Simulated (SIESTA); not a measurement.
# TiC under changes of volume

One of the cells (10.158 Å³/atom); the others are scaled copies at fixed shape and fractional positions:

```xyz
2
Lattice="0.0000 2.1657 2.1657 2.1657 0.0000 2.1657 2.1657 2.1657 0.0000" Properties=species:S:1:pos:R:3 pbc="T T T"
Ti    0.0000    0.0000    0.0000
C     2.1657    2.1657    2.1657
```

The cell is a database's computed one.

| Item | Value |
| --- | --- |
| Program | SIESTA 5.4.2 |
| Functional | PBE |
| Potentials or basis | PseudoDojo 0.4 standard (PBE files) |
| Basis | TZP (energy shift 0.002 Ry) |
| Grid cutoff | 800 Ry |
| Energy shift | 0.002 Ry |
| k mesh | 11 × 11 × 11 |
| Occupations | fermi-dirac, width 0.05 eV |
| Spin | no spin polarisation |

| volume (Å³/atom) | energy over the lowest point (meV/atom) | pressure (GPa) |
| --- | --- | --- |
| 9.548 | 36.49 | 19.2 |
| 9.752 | 16.52 | 12.4 |
| 9.955 | 4.68 | 6.4 |
| 10.158 | 0.00 | 1.1 |
| 10.361 | 1.92 | -3.9 |
| 10.564 | ? | ? |
| 10.767 | 22.75 | -12.3 |

**Question.** What does the run at 10.564 Å³/atom give?

**Answer.** Energy over the lowest point 9.70 meV/atom; pressure -8.3 GPa.

Worked out: A Birch-Murnaghan fit of order 3 (a polynomial in V^(-2/3)) to the other rows has its minimum at 10.20 Å³/atom with B0 = V·E''(V) = 253 GPa and B' = 4.1. It gives 9.67 meV/atom at 10.564 Å³/atom, against the run's 9.70, and -dE/dV = -8.3 GPa, against -8.3.

Energies are extrapolated to zero smearing.

Caveats: semicore shells carry a single zeta, which can move pressures by several GPa and volumes by a few percent; the basis of atomic orbitals isn't converged, which shifts pressures, moduli and gaps.
